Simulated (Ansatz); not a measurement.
# SiO2: the cost of one run

Computed with Ansatz 0.2.0 (DFT PBE, scalar-relativistic, plane waves, PAW, unless a step's input says otherwise).

1 further run of the same task is left out (it didn't finish).

**1. Starting point**

The structure is hexagonal, space group P6_3/mmc (No. 194). Conventional cell: a = 5.276 Å, b = 5.276 Å, c = 8.612 Å, α = 90.00°, β = 90.00°, γ = 120.00°. Around Si (site symmetry 3m) lie 4 O at 1.62 Å. O (site symmetry -6m2) is surrounded by 2 Si at 1.62 Å. O (site symmetry 2/m) is surrounded by 2 Si at 1.62 Å.

Coordinates:

```
CELL_PARAMETERS angstrom
5.27603 0.00000 0.00000
-2.63802 4.56918 0.00000
0.00000 0.00000 8.61172
ATOMIC_POSITIONS crystal
Si 0.33333 0.66667 0.06244
Si 0.66667 0.33333 0.56244
Si 0.33333 0.66667 0.43756
Si 0.66667 0.33333 0.93756
O 0.33333 0.66667 0.25000
O 0.66667 0.33333 0.75000
O 0.50000 0.00000 0.00000
O 0.50000 0.50000 0.50000
O 0.00000 0.50000 0.00000
O 0.50000 0.00000 0.50000
O 0.50000 0.50000 0.00000
O 0.00000 0.50000 0.50000
```

This cell was relaxed beforehand with the same method: volume 17.30 Å³/atom, gap on the mesh 5.37 eV.

**2. The cell scaled to 0.97 of its volume**

input.yaml

```yaml
crystal:
  lattice:
    - [5.2227361939, 0.0, 0.0]
    - [-2.6113680969, 4.5230222212, 0.0]
    - [0.0, 0.0, 8.5247292387]
  atoms:
    - { symbol: Si, position: [0.3333333333, 0.6666666667, 0.0624424152] }
    - { symbol: Si, position: [0.6666666667, 0.3333333333, 0.5624424152] }
    - { symbol: Si, position: [0.3333333333, 0.6666666667, 0.4375575848] }
    - { symbol: Si, position: [0.6666666667, 0.3333333333, 0.9375575848] }
    - { symbol: O, position: [0.3333333333, 0.6666666667, 0.25] }
    - { symbol: O, position: [0.6666666667, 0.3333333333, 0.75] }
    - { symbol: O, position: [0.5, 0.0, 0.0] }
    - { symbol: O, position: [0.5, 0.5, 0.5] }
    - { symbol: O, position: [0.0, 0.5, 0.0] }
    - { symbol: O, position: [0.5, 0.0, 0.5] }
    - { symbol: O, position: [0.5, 0.5, 0.0] }
    - { symbol: O, position: [0.0, 0.5, 0.5] }
basis:
  ecutwfc: 420
kpoints:
  mp_grid: { grid: [6, 6, 4] }
hamiltonian:
  xc: pbe
scf:
  occupations: { method: gaussian, width: 0.02 }
output:
  forces: true
  stress: true
  eigenvalues: true
relax:
  adjacent_minimum: "off"
  f_tol: 0.01
  max_steps: 30
  cell: { stress_tol: 0.1, fix: [volume] }
```

Started as:

```console
$ ansatz run input.yaml --threads 2 --pin off --max-ram 5120MiB --backend cpu --events-out ev --progress --plain --runs-dir out
```

Q: Estimate wall time and peak memory on 2 threads of Arm Neoverse V1, shared host.

About 14 s, with a peak of 0.51 GiB.
